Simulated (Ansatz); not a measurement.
**Relaxing Y**

All numbers below come from DFT PBE, scalar-relativistic, plane waves, PAW (Ansatz 0.2.0). Cutoff 420 eV, Γ-centred k mesh, Gaussian smearing, no spin polarisation in the final step.

The start is a random cell of Y with space group Pmna (No. 53), drawn with lower limits on the distances.

```yaml
crystal:
  lattice:
    - [4.64149, 0.00000, 0.00000]
    - [0.00000, 4.18912, 0.00000]
    - [0.00000, 0.00000, 8.68515]
  atoms:
    - { symbol: Y, position: [0.00000, 0.33333, 0.83333] }
    - { symbol: Y, position: [0.00000, 0.66667, 0.16667] }
    - { symbol: Y, position: [0.50000, 0.33333, 0.66667] }
    - { symbol: Y, position: [0.50000, 0.66667, 0.33333] }
```

Cell and atoms relax at zero pressure; the relaxation can't lower the symmetry of the start. After a coarse first stage the cell is made exact in the group found at 0.06 Å.

Energies count from the standard state of Y at the same level.

(1) Which crystal results?

(2) What are its volume, energy, density and gap?

Answers

(1) It ends in I4_1/amd (No. 141). Conventional cell: a = 3.355 Å, c = 11.951 Å. Y is coordinated by 8 Y at 3.36–3.43 Å.

Space group I4_1/amd:1 (No. 141). a = 3.355 Å, b = 3.355 Å, c = 11.951 Å, α = 90.00°, β = 90.00°, γ = 90.00°
| atom | site | symmetry | x | y | z |
| --- | --- | --- | --- | --- | --- |
| Y | 4a | -4m2 | 0.0000 | 0.0000 | 0.0000 |

(2) The volume per atom is 33.64 Å³. The density is 4.39 g/cm³, the energy over the standard structure is 0.44 eV/atom and the gap on the 24×24×24 mesh is 0 eV (a metal).

The final run used a 24×24×24 mesh on its 2-atom cell and 0.10 eV smearing. The k mesh leaves about 4 meV/atom of noise in metals. A structure relaxed within its symmetry needn't be a true minimum. The steps took roughly 3 core-minutes in all.